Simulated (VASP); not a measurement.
# TePb (Fm-3m) in VASP: further runs, part 2 of 2

VASP 6.6.1. The steps go on from the part before.

## (3) Relaxation of cell and atoms, LDA

Input file INCAR:

```
  PREC = Accurate
  ENCUT = 600
  EDIFF = 1E-6
  ISMEAR = -1
  SIGMA = 0.02
  LREAL = F
  LASPH = T
  NELM = 80
  ALGO = Normal
  ISIF = 3
  LWAVE = F
  LCHARG = F
  GGA = CA
  IBRION = 2
  NSW = 80
  EDIFFG = -0.005
```

Input file KPOINTS:

```
regular mesh
0
Gamma
  6 6 6
```

Input file POSCAR:

```
TePb
1.0
    0.0000000000      3.2860552879      3.2860552879
    3.2860552879      0.0000000000      3.2860552879
    3.2860552879      3.2860552879      0.0000000000
Te Pb
1 1
Direct
    0.5000000000      0.5000000000      0.5000000000
    0.0000000000      0.0000000000      0.0000000000
```

Potentials or basis: VASP PAW LDA potentials, release 64 (Te, Pb_d).

On the command line:

```sh
$ cat potpaw_LDA.64/Te/POTCAR potpaw_LDA.64/Pb_d/POTCAR > POTCAR
$ mpirun -np 1 vasp_std > vasp.out
```

OUTCAR:

```text
PREC = Accurate
   ENCUT = 600
   EDIFF = 1E-6
   ISMEAR = -1
   LREAL = F
   LASPH = T
   NELM = 80
   ISIF = 3
   GGA = CA
   IBRION = 2
   NSW = 80
   EDIFFG = -0.005

 ion  position               nearest neighbor table
   1  0.500  0.500  0.500-   2 3.29   2 3.29   2 3.29   2 3.29   2 3.29   2 3.29
   2  0.000  0.000  0.000-   1 3.29   1 3.29   1 3.29   1 3.29   1 3.29   1 3.29

  LATTYP: Found a face centered cubic cell.
 ALAT       =     6.5721105758

  Lattice vectors:

 A1 = (   0.0000000000,   3.2860552879,   3.2860552879)
 A2 = (   3.2860552879,   0.0000000000,   3.2860552879)
 A3 = (   3.2860552879,   3.2860552879,   0.0000000000)

Analysis of symmetry for initial positions (statically):
=====================================================================
 Subroutine PRICEL returns:
 Original cell was already a primitive cell.

[... 170 lines left out ...]
  in kB      -34.7500263    -34.7500263    -34.7500263      0.0000000      0.0000000     -0.0000000
  external PRESSURE =     -34.7500263 kB  Pullay stress =       0.0000000 kB
[... 59 lines left out ...]
--------------------------------------- Ionic step        3  -------------------------------------------

 number of electron      20.0000000 magnetization

 Free energy of the ion-electron system (eV)
  ---------------------------------------------------
  ext. energy  EPLUGINS =         0.00000000
  ---------------------------------------------------
  free energy    TOTEN  =        -8.77603663 eV

  energy without entropy =       -8.77603661  energy(sigma->0) =       -8.77603662

 E-fermi :   6.1708     XC(G=0):  -9.7304

 val. band max:        5.8908060970   @ k =   0.5000   0.0000   0.0000
 cond. band min:       6.4508960815   @ k =   0.5000   0.0000   0.0000
 fundamental gap:      0.5600899845
 Fermi energy:         6.1708217625

 k-point     1 :       0.0000    0.0000    0.0000
  band No.  band energies     occupation
      1     -10.8528      2.00000
      2     -10.8528      2.00000
      3     -10.8360      2.00000
      4     -10.8360      2.00000
      5     -10.8360      2.00000
      6      -6.4710      2.00000
      7       0.2996      2.00000
      8       4.4020      2.00000
      9       4.4020      2.00000
     10       4.4020      2.00000
     11       9.9098      0.00000
     12       9.9098      0.00000
     13       9.9098      0.00000
     14      11.5834      0.00000
[... 282 lines left out ...]
  FREE ENERGIE OF THE ION-ELECTRON SYSTEM (eV)
  ---------------------------------------------------
  free  energy   TOTEN  =        -8.7760366319 eV

  energy  without entropy=       -8.7760366134  energy(sigma->0) =       -8.77603662

 reached required accuracy - stopping structural energy minimisation
```

Wall time 22 s (1 thread of Intel Xeon 6975P-C (Granite Rapids), shared host); peak memory 0.21 GiB.

What came out:

| Item | Value |
| --- | --- |
| Free energy | -8.7760 eV |
| Relaxed volume | 32.56 Å³/atom |
| Relaxed cell | a = 4.516 Å, b = 4.516 Å, c = 4.516 Å, α = 60.00°, β = 60.00°, γ = 60.00° |
| Space group after relaxing (to 0.1 Å) | Fm-3m (No. 225) |
| Energy gained by relaxing | 34.3 meV/atom |
| Ionic steps | 3 |
| Pressure after relaxing | 0.0 GPa |
| Band gap on the k mesh | 0.56 eV |

The path:
| step | energy change (eV) | largest force (eV/Å) | pressure (GPa) | volume (Å³) |
| --- | --- | --- | --- | --- |
| 1 | 0.0000 | 0.0000 | -3.48 | 70.97 |
| 2 | -0.0609 | 0.0000 | 1.45 | 63.35 |
| 3 | -0.0686 | 0.0000 | -0.01 | 65.12 |

Final structure:
```xyz
2
Lattice="0.0000 3.1932 3.1932 3.1932 0.0000 3.1932 3.1932 3.1932 0.0000" Properties=species:S:1:pos:R:3 pbc="T T T"
Te    3.1932    3.1932    3.1932
Pb    0.0000    0.0000    0.0000
```

Caveat: spin-orbit coupling is left out, which moves the levels of the heavy elements. Zero-point motion and thermal expansion aren't in these numbers.

## (4) Relaxation of cell and atoms, r2SCAN

POSCAR is that of step 3.

Input file INCAR.step1:

```
SYSTEM = TePb
PREC = Accurate
ENCUT = 600
ISMEAR = -1
SIGMA = 0.02
LREAL = .False.
LASPH = .True.
NELM = 60
GGA = PE
ALGO = Normal
EDIFF = 1E-4
LWAVE = .True.
LCHARG = .False.
```

Input file INCAR.step2:

```
SYSTEM = TePb
PREC = Accurate
ENCUT = 600
EDIFF = 1E-6
ISMEAR = -1
SIGMA = 0.02
LREAL = .False.
LASPH = .True.
NELM = 60
ALGO = Normal
ISIF = 3
LWAVE = .False.
LCHARG = .False.
METAGGA = R2SCAN
LMIXTAU = .True.
IBRION = 2
NSW = 80
EDIFFG = -0.005
ISTART = 1
```

Input file KPOINTS:

```
Automatic mesh
0
Gamma
  6 6 6
  0 0 0
```

Potentials or basis: VASP PAW PBE potentials, release 64 (Te, Pb_d).

On the command line:

```sh
$ cat potpaw_PBE.64/Te/POTCAR potpaw_PBE.64/Pb_d/POTCAR > POTCAR
$ cp INCAR.step1 INCAR
$ mpirun -np 1 vasp_std > vasp.out
$ cp INCAR.step2 INCAR
$ mpirun -np 1 vasp_std > vasp.out
```

Run time: 1.9 min. Hardware: 1 thread of Intel Xeon 6975P-C (Granite Rapids), shared host; peak memory 0.27 GiB.

It converged, with:

| Property | Result |
| --- | --- |
| Free energy | -82.7070 eV |
| Relaxed volume | 34.91 Å³/atom |
| Relaxed cell | a = 4.622 Å, b = 4.622 Å, c = 4.622 Å, α = 60.00°, β = 60.00°, γ = 60.00° |
| Space group after relaxing (to 0.1 Å) | Fm-3m (No. 225) |
| Energy gained by relaxing | 1.2 meV/atom |
| Ionic steps | 3 |
| Pressure after relaxing | 0.0 GPa |
| Band gap on the k mesh | 1.09 eV |

The path:
| step | energy change (eV) | largest force (eV/Å) | pressure (GPa) | volume (Å³) |
| --- | --- | --- | --- | --- |
| 1 | 0.0000 | 0.0000 | -0.67 | 70.97 |
| 2 | -0.0022 | 0.0000 | 0.23 | 69.45 |
| 3 | -0.0024 | 0.0000 | 0.00 | 69.82 |

Final structure:
```
Te Pb
1.0
     0.00000    3.26819    3.26819
     3.26819    0.00000    3.26819
     3.26819    3.26819    0.00000
Te Pb
1 1
Direct
  0.50000 0.50000 0.50000
  0.00000 0.00000 0.00000
```

Levels at points of the mesh, in eV from the valence-band top:
| k point | band 6 | band 7 | band 8 | band 9 | band 10 | band 11 | band 12 | band 13 | band 14 |
| --- | --- | --- | --- | --- | --- | --- | --- | --- | --- |
| (0.00, 0.00, 0.00) | -12.22 | -5.72 | -1.35 | -1.35 | -1.35 | 4.32 | 4.32 | 4.32 | 6.27 |
| (0.50, 0.00, 0.00) | -10.80 | -8.70 | -0.90 | -0.90 | 0.00 | 1.09 | 1.51 | 1.51 | 8.91 |
| (0.50, 0.50, 0.00) | -10.56 | -7.44 | -4.41 | -2.76 | -2.76 | 3.74 | 5.71 | 5.71 | 6.97 |

Caveat: the PAW data sets were made with another functional, which shifts forces and pressure a little; spin-orbit coupling is left out, which moves the levels of the heavy elements. A k mesh can miss the band edges.

## (5) Single point, PBE, non-collinear spin, zero start, spin-orbit coupling

This run uses another cell than the first one, of 34.90 Å³/atom.

Input file INCAR:

```
SYSTEM = TePb
ALGO = Normal ; EDIFF = 1E-7
ENCUT = 520 ; GGA = PE
GGA_COMPAT = .FALSE. ; ISIF = 2
ISMEAR = -1 ; LASPH = .TRUE.
LCHARG = .TRUE. ; LNONCOLLINEAR = .TRUE.
LORBIT = 11 ; LORBMOM = .TRUE.
LREAL = .FALSE. ; LSORBIT = .TRUE.
LVHAR = .TRUE. ; LWAVE = .FALSE.
MAGMOM = 0 0 0 0 0 0 ; NBANDS = 32
NELM = 150 ; PREC = Accurate
SIGMA = 0.02
```

Input file KPOINTS:

```
k-points
0
G
  8 8 8
  0 0 0
```

Input file POSCAR:

```
TePb
1.0
    0.0000000000      3.2678555452      3.2678555452
    3.2678555452      0.0000000000      3.2678555452
    3.2678555452      3.2678555452      0.0000000000
Te Pb
1 1
Direct
    0.5000000000      0.5000000000      0.5000000000
    0.0000000000      0.0000000000      0.0000000000
```

On the command line:

```sh
$ cat potpaw_PBE.64/Te/POTCAR potpaw_PBE.64/Pb_d/POTCAR > POTCAR
$ mpirun -np 1 vasp_ncl > vasp.out
```

Wall time 1.7 min (1 thread of Intel Xeon 6975P-C (Granite Rapids), shared host); peak memory 0.43 GiB.

Results (log left out):

```yaml
Free_energy: -8.0509 eV
Pressure: 0.5 GPa
Net_moment: 0.00 μB per cell
Valence_electrons_inside_the_program's_atomic_spheres: Te 3.38; Pb 11.87
```

Moments on the atoms (μB; x, y, z):
```
Te  0.00 0.00 0.00
Pb  0.00 0.00 0.00
```

## (6) Single point, HSE06

This run uses another cell than the first one, of 34.62 Å³/atom.

Input file POSCAR:

```
TePb
1.0
    0.0000000000      3.2593249627      3.2593249627
    3.2593249627      0.0000000000      3.2593249627
    3.2593249627      3.2593249627      0.0000000000
Te Pb
1 1
Direct
    0.5000000000      0.5000000000      0.5000000000
    0.0000000000      0.0000000000      0.0000000000
```

Input file INCAR.step1:

```
SYSTEM = TePb
PREC = Accurate ; ENCUT = 520
EDIFF = 1E-5 ; ISMEAR = -1
SIGMA = 0.02 ; LREAL = .False.
LASPH = .True. ; NELM = 80
ALGO = Normal ; ISIF = 2
LWAVE = .True. ; LCHARG = .False.
GGA = PE ; NBANDS = 17
```

Input file INCAR.step2:

```
SYSTEM = TePb
PREC = Accurate ; ENCUT = 520
EDIFF = 1E-6 ; ISMEAR = -1
SIGMA = 0.02 ; LREAL = .False.
LASPH = .True. ; NELM = 80
ALGO = Normal ; ISIF = 2
LWAVE = .False. ; LCHARG = .False.
GGA = PE ; LHFCALC = .True.
HFSCREEN = 0.2079 ; PRECFOCK = Normal
ISTART = 1 ; NBANDS = 17
```

Input file KPOINTS:

```
Automatic mesh
0
Gamma
  4 4 4
  0 0 0
```

Potentials or basis: VASP PAW PBE potentials, release 64 (Te, Pb_d).

On the command line:

```sh
$ cat potpaw_PBE.64/Te/POTCAR potpaw_PBE.64/Pb_d/POTCAR > POTCAR
$ cp INCAR.step1 INCAR
$ mpirun -np 1 vasp_std > vasp.out
$ cp INCAR.step2 INCAR
$ mpirun -np 1 vasp_std > vasp.out
```

It took 8.6 min on 1 thread of Intel Xeon 6975P-C (Granite Rapids), shared host; peak memory 0.32 GiB.

The run converged. Its results:

- Free energy: -8.9691 eV
- Pressure: -0.2 GPa
- Band gap on the k mesh: 1.15 eV

Levels at points of the mesh, in eV from the valence-band top:
| k point | band 8 | band 9 | band 10 | band 11 | band 12 | band 13 |
| --- | --- | --- | --- | --- | --- | --- |
| (0.00, 0.00, 0.00) | -1.47 | -1.47 | -1.47 | 4.74 | 4.74 | 4.74 |
| (0.50, 0.00, 0.00) | -1.01 | -1.01 | 0.00 | 1.15 | 1.73 | 1.73 |
| (0.50, 0.50, 0.00) | -4.84 | -3.01 | -3.01 | 3.83 | 6.18 | 6.18 |

Caveat: the PAW data sets were made with another functional, which shifts forces and pressure a little; spin-orbit coupling is left out, which moves the levels of the heavy elements.

## (7) Summary

```csv
task,level,potentials or basis,spin,cell,k mesh,cutoff (eV),grid for exact exchange (PRECFOCK),share of exact exchange,screening parameter,gap on the mesh (eV),pressure (GPa),relaxed volume (Å³/atom)
relaxation of cell and atoms,PBEsol,"VASP PAW PBE potentials, release 64 (Te, Pb_d)",off,"relaxed from a = 4.647 Å, angles 60.0°, 2 atoms",6 × 6 × 6,600,-,-,-,0.65,0.0,33.45
relaxation of cell and atoms,LDA,"VASP PAW LDA potentials, release 64 (Te, Pb_d)",off,"relaxed from a = 4.647 Å, angles 60.0°, 2 atoms",6 × 6 × 6,600,-,-,-,0.56,0.0,32.56
relaxation of cell and atoms,r2SCAN,"VASP PAW PBE potentials, release 64 (Te, Pb_d)",off,"relaxed from a = 4.647 Å, angles 60.0°, 2 atoms",6 × 6 × 6,600,-,-,-,1.09,0.0,34.91
single point,PBE,"VASP PAW PBE potentials, release 64 (Te, Pb_d)","non-collinear, zero start, SOC","a = 4.621 Å, angles 60.0°, 2 atoms",8 × 8 × 8,520,-,-,-,-,0.5,-
single point,HSE06,"VASP PAW PBE potentials, release 64 (Te, Pb_d)",off,"a = 4.609 Å, angles 60.0°, 2 atoms",4 × 4 × 4,520,Normal,0.25,0.2079 1/Å,1.15,-0.2,-
```

Alike in all rows: smearing fermi-dirac 0.02 eV.

Caveats: spin-orbit coupling is left out, which moves the levels of the heavy elements (at least some runs); the PAW data sets were made with another functional, which shifts forces and pressure a little (at least some runs).

Total energies depend on the potentials used, so only differences within one code and one set of settings carry meaning.

## (8) Against experiment

Step 6. A measured gap of TePb is 0.19 eV (direct; 4.2 K; a printed reference work, monograph); the calculated 1.15 eV misses it by +0.96 eV. Spin-orbit coupling on Pb, Te is left out. The value is that of HSE06 on a finite k mesh, which can miss the band edges, without temperature or zero-point motion.
